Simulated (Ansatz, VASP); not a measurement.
**HCl: VASP beside Ansatz**

```
H Cl
1.0
     0.00000    2.71998    2.71998
     2.71998    0.00000    2.71998
     2.71998    2.71998    0.00000
H Cl
1 1
Direct
  0.00000 0.00000 0.00000
  0.50000 0.50000 0.50000
```

Alike in both runs: task single point; functional PBEsol; k mesh 11 × 11 × 11; no spin polarisation.

```csv
,VASP,Ansatz
version,VASP 6.6.1,Ansatz 0.2.0
potentials or method,"VASP PAW PBE potentials, release 64 (H, Cl)",PAW plane waves
plane-wave cutoff (eV),520,420
occupations,"fermi-dirac, width 0.1 eV",fermi-dirac
valence electrons in the cell,8,8
```

|  | VASP | Ansatz | Ansatz less VASP |
| --- | --- | --- | --- |
| pressure (GPa) | -10.5 | -10.5 | +0.06 |

Caveats: the PAW data sets were made with another functional, which shifts forces and pressure a little (VASP).
